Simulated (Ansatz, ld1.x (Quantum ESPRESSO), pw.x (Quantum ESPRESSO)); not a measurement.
What a changed setting does to a pw.x run (fcc Os)

Potential: norm-conserving Troullier–Martins (Kleinman–Bylander form), ld1.x (Quantum ESPRESSO) 7.5, PBE; core [Xe] 4f14, reference 5d6 6s1.75 6p0; waves: 6p (bound, empty): rc 3.70 bohr; 5d (bound): rc 1.50 bohr; 5f channel at 0.45 Ry: rc 2.05 bohr; 6s (bound): rc 2.45 bohr; local part: the s channel; core correction: a·sin(br)/r model core inside 1.20 bohr.

The reference run (k-mesh 15³, cutoffs 85/340 Ry, Fermi–Dirac 0.01 Ry, mixing_beta 0.4, conv_thr 1e-9, no spin) gives 4.70 GPa at 14.323 Å³/atom, where all-electron LAPW gives 0.41 GPa. This run, with its own iteration cap, changes ecutrho/ecutwfc to 2.

```
&control
  calculation='scf', prefix='x', pseudo_dir='./', outdir='./tmp', tstress=.true., disk_io='none'
/
&system
  ibrav=0, nat=1, ntyp=1, ecutwfc=85, ecutrho=170, nbnd=11,
  occupations='smearing', smearing='fd', degauss=0.01
/
&electrons
  conv_thr=1e-09, mixing_beta=0.4, electron_maxstep=60
/
ATOMIC_SPECIES
Os 1.0 Os.UPF
CELL_PARAMETERS angstrom
  0.00000000 1.92753083 1.92753083
  1.92753083 0.00000000 1.92753083
  1.92753083 1.92753083 0.00000000
ATOMIC_POSITIONS crystal
Os 0.0000 0.0000 0.0000
K_POINTS automatic
15 15 15 0 0 0
```

```bash
pw.x < Os.scf.in > Os.scf.out
```

How does the run end?

It converges in 7 iterations; the free energy moves by -2.5 meV/atom and the pressure by +0.15 GPa. Below 4 the density is truncated and F is no longer variational, so a small shift in one case is no licence.

```
Message from routine set_cutoff:
     ecutrho < 4*ecutwfc, are you sure?
     Message from routine setup:
     using ibrav=0 with symmetry is DISCOURAGED, use correct ibrav instead
     lattice parameter (alat)  =       5.1513  a.u.
     unit-cell volume          =      96.6564 (a.u.)^3
     number of electrons       =         8.00
     number of Kohn-Sham states=           11
     kinetic-energy cutoff     =      85.0000  Ry
     charge density cutoff     =     170.0000  Ry
     scf convergence threshold =      1.0E-09
     Exchange-correlation= PBE
     number of k points=   120  Fermi-Dirac smearing, width (Ry)=  0.0100
     iteration #  1     ecut=    85.00 Ry     beta= 0.40
     total energy              =     -49.72997529 Ry
     estimated scf accuracy    <       0.07020564 Ry
     iteration #  2     ecut=    85.00 Ry     beta= 0.40
     total energy              =     -49.73218451 Ry
     estimated scf accuracy    <       0.00701951 Ry
     iteration #  3     ecut=    85.00 Ry     beta= 0.40
     total energy              =     -49.73353612 Ry
     estimated scf accuracy    <       0.00004981 Ry
     iteration #  4     ecut=    85.00 Ry     beta= 0.40
     c_bands:  1 eigenvalues not converged
     total energy              =     -49.73354613 Ry
     estimated scf accuracy    <       0.00000411 Ry
     iteration #  5     ecut=    85.00 Ry     beta= 0.40
     total energy              =     -49.73354669 Ry
     estimated scf accuracy    <       0.00000005 Ry
     iteration #  6     ecut=    85.00 Ry     beta= 0.40
     total energy              =     -49.73354671 Ry
     estimated scf accuracy    <          1.5E-09 Ry
     iteration #  7     ecut=    85.00 Ry     beta= 0.40
     the Fermi energy is    18.6666 ev
!    total energy              =     -49.73354671 Ry
     estimated scf accuracy    <          1.8E-10 Ry
     smearing contrib. (-TS)   =      -0.00322294 Ry
     The total energy is F=E-TS. E is the sum of the following terms:
     one-electron contribution =      17.17872941 Ry
     hartree contribution      =       0.98252595 Ry
     xc contribution           =     -27.61282267 Ry
     ewald contribution        =     -40.27875646 Ry
     convergence has been achieved in   7 iterations
          total   stress  (Ry/bohr**3)                   (kbar)     P=       48.58
     Message from routine punch:
     Nothing written, as per user request (disk_io='none')
```

The run took about 10 s on one core of a shared host (Neoverse-V2, 96 threads, 742 GiB, load 46).
